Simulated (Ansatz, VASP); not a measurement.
# SnSe: VASP beside Ansatz

INCAR

```
ALGO = Normal
EDIFF = 1E-7
ENCUT = 520
GGA = PE
ISIF = 2
ISMEAR = -1
LASPH = True
LCHARG = True
LELF = True
LREAL = False
LVHAR = True
LWAVE = False
NBANDS = 28
NELM = 80
PREC = Accurate
SIGMA = 0.05
```

The input KPOINTS:

```
k-points
0
Gamma
  6 6 3
```

POSCAR

```
SnSe
1.0
    4.2853274191      0.0000000000      0.0000000000
    0.0000000000      4.2853274191      0.0000000000
    0.0000000000      0.0000000000     10.9906921300
Sn Se
2 2
Direct
   -0.0063370000      0.5199340000      0.6315400000
    0.4975500000      0.0058490000      0.3760690000
   -0.0013960000      0.4921140000      0.3814630000
    0.5127100000     -0.0029170000      0.6148800000
```

input.yaml

```yaml
crystal:
  lattice:
    - [4.2853274191, 0.0, 0.0]
    - [0.0, 4.2853274191, 0.0]
    - [0.0, 0.0, 10.99069213]
  atoms:
    - { symbol: Sn, position: [-0.006337, 0.519934, 0.63154] }
    - { symbol: Sn, position: [0.49755, 0.005849, 0.376069] }
    - { symbol: Se, position: [-0.001396, 0.492114, 0.381463] }
    - { symbol: Se, position: [0.51271, -0.002917, 0.61488] }
hamiltonian:
  xc: pbe
  pseudopotentials: { kind: paw }
kpoints:
  mp_grid: { grid: [6, 6, 3] }
scf:
  occupations: { method: fermi_dirac, width: 0.05 }
output:
  forces: true
  stress: true
  eigenvalues: true
  write_density: true
  write_potential: true
  elf: true
  volumetric_format: npy
```

Change from the starting cell: atoms moved at random, drawn with an rms of 0.05 Å.

Alike in both runs: task single point; functional PBE; k mesh 6 × 6 × 3; occupations fermi-dirac, width 0.05 eV; no spin polarisation.

```csv
,VASP,Ansatz
version,VASP 6.6.1,Ansatz 0.2.0
potentials or method,"VASP PAW PBE potentials, release 64 (Sn_d, Se)",Ansatz PAW
plane-wave cutoff (eV),520,420
valence electrons in the cell,40,60
```

```tsv
	VASP	Ansatz	Ansatz less VASP
gap on the k mesh at the Fermi level (eV)	1.50	1.50	+0.003
least direct gap on the mesh (eV)	1.50	1.51	+0.002
rms of the force components (eV/Å)	0.280	0.275	-0.0046
```

Atom by atom the forces differ by 0.008 eV/Å (rms over components). The two sets of potentials don't hold the same shells in valence.

Caveats: spin-orbit coupling is left out, which moves the levels of the heavy elements; odd divisions of the mesh miss points on the zone boundary, where band edges often lie, so the gap on the mesh can be too wide (Ansatz).
